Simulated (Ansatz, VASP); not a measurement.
## PbS: VASP beside Ansatz

```xyz
2
Lattice="0.0000 2.9742 2.9742 2.9742 0.0000 2.9742 2.9742 2.9742 0.0000" Properties=species:S:1:pos:R:3 pbc="T T T"
Pb    0.0000    0.0000    0.0000
S     2.9742    2.9742    2.9742
```

Alike in both runs: task single point; functional PBE; k mesh 10 × 10 × 10; occupations gaussian, width 0.02 eV; no spin polarisation.

|  | VASP | Ansatz |
| --- | --- | --- |
| version | VASP 6.6.1 | Ansatz 0.2.0 |
| potentials or method | VASP PAW PBE potentials, release 64 (Pb_d, S) | scalar-relativistic, plane waves, PAW |
| plane-wave cutoff (eV) | 520 | 420 |
| valence electrons in the cell | 20 | 20 |

```tsv
	VASP	Ansatz	Ansatz less VASP
gap on the k mesh at the Fermi level (eV)	0.39	0.39	-0.007
least direct gap on the mesh (eV)	0.39	0.39	-0.007
pressure (GPa)	1.6	1.7	+0.08
```

Caveats: spin-orbit coupling is left out, which as a rule narrows the gap of such compounds by several tenths of an eV.
